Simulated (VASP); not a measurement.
# Ge (I4_1/amd) in VASP: phonons with r2SCAN

Aim: the phonons of Ge with r2SCAN.

Everything below comes from runs of VASP 6.6.1. Logs are shortened: lines on timing, memory, paths and dates and some standing lists are left out, and cuts for length are marked.

### 1 Starting point

Symmetry: I4_1/amd, No. 141, tetragonal system. The conventional cell has a = 3.990 Å, b = 3.990 Å, c = 5.715 Å, α = 90.00°, β = 90.00°, γ = 90.00°. Around Ge (site symmetry -4m2) lie 4 Ge at 2.45 Å.

### 2 Phonons, r2SCAN

The input, POSCAR:

```
Ge
1.0
    0.0000000000      2.8212768300      2.8572900000
    2.8212768300      0.0000000000      2.8572900000
    2.8212768300      2.8212768300      0.0000000000
Ge
2
Direct
    0.0000000000      0.0000000000      0.0000000000
    0.2500000000      0.2500000000      0.2500000000
```

The input, INCAR.step1:

```
PREC     = Accurate       # precision mode
ENCUT    = 600            # plane-wave cutoff, eV
EDIFF    = 1E-8           # SCF threshold, eV
ISMEAR   = 0              # smearing method
SIGMA    = 0.01           # smearing width, eV
LREAL    = False          # projectors in reciprocal space
LASPH    = True           # aspherical terms in the spheres
NELM     = 100            # most SCF steps
ALGO     = Normal         # electronic algorithm
ISIF     = 3              # what is computed and relaxed
LWAVE    = False          # write WAVECAR
LCHARG   = False          # write CHGCAR
METAGGA  = R2SCAN         # meta-GGA
LMIXTAU  = True         
IBRION   = 2              # ionic algorithm
NSW      = 40             # ionic steps
EDIFFG   = -0.002         # ionic threshold
```

The input, INCAR.step2:

```
PREC     = Accurate       # precision mode
ENCUT    = 600            # plane-wave cutoff, eV
EDIFF    = 1E-8           # SCF threshold, eV
ISMEAR   = 0              # smearing method
SIGMA    = 0.01           # smearing width, eV
LREAL    = False          # projectors in reciprocal space
LASPH    = True           # aspherical terms in the spheres
NELM     = 100            # most SCF steps
ALGO     = Normal         # electronic algorithm
ISIF     = 2              # what is computed and relaxed
LWAVE    = False          # write WAVECAR
LCHARG   = False          # write CHGCAR
METAGGA  = R2SCAN         # meta-GGA
LMIXTAU  = True         
IBRION   = 6              # ionic algorithm
NFREE    = 2            
POTIM    = 0.015          # step
NSW      = 1              # ionic steps
```

The input, KPOINTS:

```
regular mesh
0
Gamma
  8 8 8
```

Potentials or basis: VASP PAW PBE potentials, release 64 (Ge_d).

Started as:

```sh
$ cat potpaw_PBE.64/Ge_d/POTCAR > POTCAR
$ cp INCAR.step1 INCAR
$ mpirun -np 1 vasp_std > vasp.out
$ cp CONTCAR POSCAR
$ cp INCAR.step2 INCAR
$ mpirun -np 1 vasp_std > vasp.out
```

OUTCAR:

```text
PREC = Accurate
   ENCUT = 600
   EDIFF = 1E-8
   ISMEAR = 0
   LREAL = False
   LASPH = True
   NELM = 100
   ISIF = 2
   METAGGA = R2SCAN
   IBRION = 6
   NFREE = 2
   POTIM = 0.015
   NSW = 1

 ion  position               nearest neighbor table
   1  0.000  0.000  0.000-   2 2.46   2 2.46   2 2.46   2 2.46
   2  0.250  0.250  0.250-   1 2.46   1 2.46   1 2.46   1 2.46

  LATTYP: Found a body centered tetragonal cell.
 ALAT       =     4.0141018122
 C/A-ratio  =     1.4139899738

  Lattice vectors:

 A1 = (   0.0000000000,  -2.8383986118,  -2.8379498582)
 A2 = (   0.0000000000,   2.8383986118,  -2.8379498582)
 A3 = (   2.8383986118,   0.0000000000,   2.8379498582)

Analysis of symmetry for initial positions (statically):
=====================================================================
 Subroutine PRICEL returns:
 Original cell was already a primitive cell.

 Routine SETGRP: Setting up the symmetry group for a
 body centered tetragonal supercell.

 Subroutine GETGRP returns: Found 16 space group operations
 (whereof  8 operations were pure point group operations)
 out of a pool of 16 trial point group operations.

The static configuration has the point symmetry D_2d.
 The point group associated with its full space group is D_4h.

Analysis of symmetry for dynamics (positions and initial velocities):
=====================================================================
 Subroutine PRICEL returns:
 Original cell was already a primitive cell.

 Routine SETGRP: Setting up the symmetry group for a
 body centered tetragonal supercell.

 Subroutine GETGRP returns: Found 16 space group operations
 (whereof  8 operations were pure point group operations)
 out of a pool of 16 trial point group operations.

The dynamic configuration has the point symmetry D_2d.
 The point group associated with its full space group is D_4h.

 Subroutine INISYM returns: Found 16 space group operations
 (whereof  8 operations are pure point group operations),
 and found     1 'primitive' translations

----------------------------------------------------------------------------------------

                                     Primitive cell

  volume of cell :      45.7279

  direct lattice vectors                    reciprocal lattice vectors
     0.000000000  2.838398612  2.837949858    -0.176155667  0.176155667  0.176183522
     2.838398612  0.000000000  2.837949858     0.176155667 -0.176155667  0.176183522
     2.838398612  2.838398612  0.000000000     0.176155667  0.176155667 -0.176183522

  length of vectors
     4.013784508  4.013784508  4.014101812     0.305126648  0.305126648  0.305126648

  position of ions in fractional coordinates (direct lattice)
     0.000000000  0.000000000  0.000000000
     0.250000000  0.250000000  0.250000000

  ion indices of the primitive-cell ions
   primitive index   ion index
                 1           1
                 2           2

----------------------------------------------------------------------------------------

 KPOINTS: regular mesh

Automatic generation of k-mesh.
 Grid dimensions read from file:
 generate k-points for:    8    8    8

 Generating k-lattice:

  Cartesian coordinates                     Fractional coordinates (reciprocal lattice)
    -0.022019458  0.022019458  0.022022940     0.125000000  0.000000000  0.000000000
     0.022019458 -0.022019458  0.022022940     0.000000000  0.125000000  0.000000000
     0.022019458  0.022019458 -0.022022940    -0.000000000 -0.000000000  0.125000000

  Length of vectors
     0.038140831  0.038140831  0.038140831

  Shift w.r.t. Gamma in fractional coordinates (k-lattice)
     0.000000000  0.000000000  0.000000000

 Subroutine IBZKPT returns following result:
 ===========================================

 Found     59 irreducible k-points:

 Following reciprocal coordinates:
            Coordinates               Weight
  0.000000  0.000000  0.000000      1.000000
  0.125000 -0.000000  0.000000      8.000000
  0.250000 -0.000000  0.000000      8.000000
  0.375000  0.000000  0.000000      8.000000
  0.500000 -0.000000  0.000000      4.000000
  0.125000  0.125000  0.000000      2.000000
[... 16 lines left out ...]
  0.250000  0.000000  0.125000     16.000000
  0.375000 -0.000000  0.125000     16.000000
 [... further k-points ...]
   k-points           NKPTS =     59   k-points in BZ     NKDIM =     59   number of bands    NBANDS=     18
   number of dos      NEDOS =    301   number of ions     NIONS =      2
   total plane-waves  NPLWV =  32768
   dimension x,y,z NGX =    32 NGY =   32 NGZ =   32
   dimension x,y,z NGXF=    64 NGYF=   64 NGZF=   64
   ions per type =               2
   NGX,Y,Z   is equivalent  to a cutoff of  13.25, 13.25, 13.25 a.u.
   NGXF,Y,Z  is equivalent  to a cutoff of  26.51, 26.51, 26.51 a.u.
 SYSTEM =  unknown system
   PREC   = accura    normal or accurate (medium, high low for compatibility)
   ISTART =      0    job   : 0-new  1-cont  2-samecut
   ICHARG =      2    charge: 1-file 2-atom 10-const
   ISPIN  =      1    spin polarized calculation?
   LNONCOLLINEAR =      F non collinear calculations
   LSORBIT =      F    spin-orbit coupling
   LASPH  =      T    aspherical Exc in radial PAW
   ENCUT  =  600.0 eV  44.10 Ry    6.64 a.u.   8.02  8.02  8.02*2*pi/ulx,y,z
   NELM   =    100;   NELMIN=  2; NELMDL=  0     # of ELM steps
   EDIFF  = 0.1E-07   stopping-criterion for ELM
   LREAL  =      F    real-space projection
   EDIFFG = 0.1E-06   stopping-criterion for IOM
   NSW    =     61    number of steps for IOM
   IBRION =      6    ionic relax: 0-MD 1-quasi-New 2-CG
   NFREE  =      2    steps in history (QN), initial steepest desc. (CG)
   ISIF   =      2    stress and relaxation
   ISYM   =      2    0-nonsym 1-usesym 2-fastsym
   POTIM  = 0.0150    time-step for ionic-motion
   TEBEG  =    0.0;   TEEND  =   0.0 temperature during run
   PSTRESS=    0.0 pullay stress
   NELECT =      28.0000    total number of electrons
   NUPDOWN=      -1.0000    fix difference up-down
   EMIN   =  10.00;   EMAX   =-10.00  energy-range for DOS
   EFERMI =   0.00;   METHOD = LEGACY
   ISMEAR =     0;   SIGMA  =   0.01  broadening in eV -4-tet -1-fermi 0-gaus
   EFERMI_NEDOS =   21; number of points for ismear=-14 and -15
   IALGO  =     38    algorithm
   IMIX   =      4    mixing-type and parameters
     AMIX     =   0.40;   BMIX     =  1.00
     AMIX_MAG =   1.60;   BMIX_MAG =  1.00
  volume/ion in A,a.u.               =      22.86       154.29
  Fermi-wavevector in a.u.,A,eV,Ry     =   1.390167  2.627035 26.294138  1.932565
  Thomas-Fermi vector in A             =   2.514128
   LORBIT       =      0    0 simple, 1 ext, 2 COOP (PROOUT), +10 PAW based schemes
   METAGGA = R2SCAN    functional components
   LHFCALC =     F    Hartree Fock is set to
   AEXX    =    0.0000 exact exchange contribution
   IVDW    =     0    specifies the selected vdW correction
   LEPSILON=     F    determine dielectric tensor
   LRPA    =     F    only Hartree local field effects (RPA)
 finite differences with symmetry
 non-spin polarized calculation
 Gauss-broadening in eV      SIGMA  =   0.01
  energy-cutoff  :      600.00
  volume of cell :       45.73
 maximum number of plane-waves:      1540
   NGX = 17   NGY = 17   NGZ = 17

--------------------------------------- Ionic step        1  -------------------------------------------

 number of electron      28.0000020 magnetization

 Free energy of the ion-electron system (eV)
  ---------------------------------------------------
  ext. energy  EPLUGINS =         0.00000000
  ---------------------------------------------------
  free energy    TOTEN  =       -27.73737172 eV

  energy without entropy =      -27.73737172  energy(sigma->0) =      -27.73737172

------------------------ aborting loop because EDIFF is reached ----------------------------------------

  FORCE on cell =-STRESS in cart. coord.  units (eV):
  Direction    XX          YY          ZZ          XY          YZ          ZX
  --------------------------------------------------------------------------------------
  -------------------------------------------------------------------------------------
  Total       -0.0035595     -0.0035595      0.0002061      0.0000000      0.0000000      0.0000000
  in kB       -0.1247152     -0.1247152      0.0072201      0.0000000      0.0000000      0.0000000
  external PRESSURE =      -0.0807368 kB  Pullay stress =       0.0000000 kB
[... 131 lines left out ...]
--------------------------------------- Ionic step        5  -------------------------------------------

 number of electron      28.0000016 magnetization

 Free energy of the ion-electron system (eV)
  ---------------------------------------------------
  ext. energy  EPLUGINS =         0.00000000
  ---------------------------------------------------
  free energy    TOTEN  =       -27.73604948 eV

  energy without entropy =      -27.73604948  energy(sigma->0) =      -27.73604948

 E-fermi :   4.9337     XC(G=0): -10.7668

 val. band max:        4.7790245949   @ k =   0.0000   0.0000   0.0000
 cond. band min:       5.0153474080   @ k =   0.0000   0.0000   0.0000
 fundamental gap:      0.2363228131
 Fermi energy:         4.9336973171

 k-point     1 :       0.0000    0.0000    0.0000
  band No.  band energies     occupation
      1     -20.7785      2.00000
      2     -20.7753      2.00000
      3     -20.7717      2.00000
      4     -20.7366      2.00000
      5     -20.7365      2.00000
      6     -20.5262      2.00000
[... 481 lines left out ...]
      5     -20.6784      2.00000
      6     -20.5871      2.00000
[... 10 lines left out ...]
     17       9.7647      0.00000
     18      10.7299      0.00000

 [... further k-points ...]
[... 5 lines left out ...]
  --------------------------------------------------------------------------------------
  -------------------------------------------------------------------------------------
  Total       -0.0009275     -0.0009275     -0.0020891     -0.1245152      0.0000000      0.0000000
  in kB       -0.0324974     -0.0324974     -0.0731973     -4.3626612      0.0000000      0.0000000
  external PRESSURE =      -0.0460641 kB  Pullay stress =       0.0000000 kB
[... 17 lines left out ...]
  FREE ENERGIE OF THE ION-ELECTRON SYSTEM (eV)
  ---------------------------------------------------
  free  energy   TOTEN  =       -27.7360494791 eV

  energy  without entropy=      -27.7360494791  energy(sigma->0) =      -27.73604948

 INTERNAL STRAIN TENSORS FROM DISPLACED ATOMS
 ============================================

 INTERNAL STRAIN TENSOR FOR ION    1 for displacements in x,y,z  (eV/Angst):
          X           Y           Z          XY          YZ          ZX
  --------------------------------------------------------------------------------
  x     0.00000     0.00000     0.00000     0.00000     8.27690     0.00000
  y     0.00000     0.00000     0.00000     0.00000     0.00000     8.27683
  z     0.00000     0.00000     0.00000     8.28176     0.00000     0.00000

 INTERNAL STRAIN TENSOR FOR ION    2 for displacements in x,y,z  (eV/Angst):
          X           Y           Z          XY          YZ          ZX
  --------------------------------------------------------------------------------
  x     0.00000     0.00000     0.00000     0.00000    -8.27690     0.00000
  y     0.00000     0.00000     0.00000     0.00000     0.00000    -8.27683
  z     0.00000     0.00000     0.00000    -8.28176     0.00000     0.00000

 Eigenvectors and eigenvalues of the dynamical matrix
 ----------------------------------------------------

   1 f  =    8.898441 THz    55.910553 2PiTHz  296.820037 cm-1    36.800978 meV
             X         Y         Z           dx          dy          dz
      0.000000  0.000000  0.000000     0.471405    0.527046   -0.000000
      1.419199  1.419199  1.418975    -0.471405   -0.527046    0.000000
[... 16 lines left out ...]
   5 f  =    0.000000 THz     0.000001 2PiTHz    0.000003 cm-1     0.000000 meV
             X         Y         Z           dx          dy          dz
      0.000000  0.000000  0.000000     0.707107    0.000000    0.000000
      1.419199  1.419199  1.418975     0.707107   -0.000000    0.000000

   6 f/i=    0.000000 THz     0.000000 2PiTHz    0.000003 cm-1     0.000000 meV
             X         Y         Z           dx          dy          dz
      0.000000  0.000000  0.000000     0.000000    0.033234   -0.706325
      1.419199  1.419199  1.418975     0.000000    0.033234   -0.706325

 ELASTIC MODULI CONTR FROM IONIC RELAXATION (kBar)
 Direction    XX          YY          ZZ          XY          YZ          ZX
 --------------------------------------------------------------------------------
 XX           0.0000      0.0000      0.0000      0.0000      0.0000      0.0000
 YY           0.0000      0.0000      0.0000      0.0000      0.0000      0.0000
 ZZ           0.0000      0.0000      0.0000      0.0000      0.0000      0.0000
 XY           0.0000      0.0000      0.0000   -204.3749      0.0000      0.0000
 YZ           0.0000      0.0000      0.0000      0.0000   -204.0664      0.0000
 ZX           0.0000      0.0000      0.0000      0.0000      0.0000   -204.0631
 --------------------------------------------------------------------------------
```

Wall time 25 min (1 thread of AMD EPYC 9R45 (Zen 5), shared host); peak memory 0.32 GiB.

Results:

```yaml
Relaxed_volume: 22.86 Å³/atom
Relaxed_cell: a = 4.014 Å, b = 4.014 Å, c = 4.014 Å, α = 60.00°, β = 60.00°, γ = 60.01°
Space_group_after_relaxing_to_0.05_Å: Fd-3m (No. 227)
Highest_phonon_frequency_at_Γ: 297 cm⁻¹
```

Step by step:
```
step  energy change (eV)  largest force (eV/Å)  pressure (GPa)  volume (Å³)
   1              0.0000                0.0000            0.37        45.49
   2             -0.0013                0.0000           -0.17        45.83
   3             -0.0013                0.0000           -0.25        45.88
   4             -0.0015                0.0000           -0.01        45.73
```

Final structure:
```
Ge
1.0
     0.00000    2.83840    2.83795
     2.83840    0.00000    2.83795
     2.83840    2.83840    0.00000
Ge
2
Cartesian
  5.6768 2.8384 2.8379
  1.4192 1.4192 1.4190
```

Phonon frequencies in cm⁻¹ (negative: imaginary):
```csv
q point,frequencies
"(0.000, 0.000, 0.000)",0 0 0 297 297 297
```

Caveat: the PAW data sets were made with another functional, which shifts forces and pressure a little.
